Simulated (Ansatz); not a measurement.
# MnH2O2 (Pyrochroite) under changes of volume

One of the cells (8.196 Å³/atom); the others are scaled copies at fixed shape and fractional positions:

```
CELL_PARAMETERS angstrom
3.25000 0.00000 0.00000
-1.62500 2.81458 0.00000
0.00000 0.00000 4.48000
ATOMIC_POSITIONS crystal
Mn 0.00000 0.00000 0.00000
O 0.66667 0.33333 0.77400
O 0.33333 0.66667 0.22600
H 0.66667 0.33333 0.55400
H 0.33333 0.66667 0.44600
```

```yaml
Program: Ansatz 0.2.0
Functional: LDA
Potentials_or_basis: all-electron LAPW, scalar-relativistic
Cutoff: 717 eV (chosen from the basis error)
Basis_error_allowed: 0.002 eV/atom
k_mesh: 9 × 9 × 6
Occupations: fermi-dirac, width 0.05 eV
Spin: collinear spin, ferromagnetic start
Starting_moments: "[4.0, 0.0, 0.0, 0.0, 0.0] μB"
```

| volume (Å³/atom) | energy over the lowest point (meV/atom) | pressure (GPa) | largest force (eV/Å) |
| --- | --- | --- | --- |
| 7.704 | 21.12 | 12.2 | 0.817 |
| 7.868 | 10.51 | 8.4 | 0.487 |
| 8.032 | ? | ? | ? |
| 8.196 | 0.30 | 1.7 | 0.602 |
| 8.360 | 0.00 | -1.1 | 0.728 |
| 8.524 | 2.49 | -3.7 | 0.850 |
| 8.688 | 7.49 | -6.1 | 0.968 |

Q: What does the run at 8.032 Å³/atom give?

A: Energy over the lowest point 3.69 meV/atom; pressure 4.9 GPa; largest force 0.471 eV/Å.

Worked out: A Birch-Murnaghan fit of order 3 (a polynomial in V^(-2/3)) to the other rows has its minimum at 8.29 Å³/atom with B0 = V·E''(V) = 143 GPa and B' = 4.2 at fixed shape and positions, which overstates the stiffness. It gives 3.69 meV/atom at 8.032 Å³/atom, against the run's 3.69, and -dE/dV = 4.9 GPa, against 4.9.

Energies are extrapolated to zero smearing.

Caveats: a cell with one magnetic atom can't hold antiferromagnetic order, which such compounds often take.
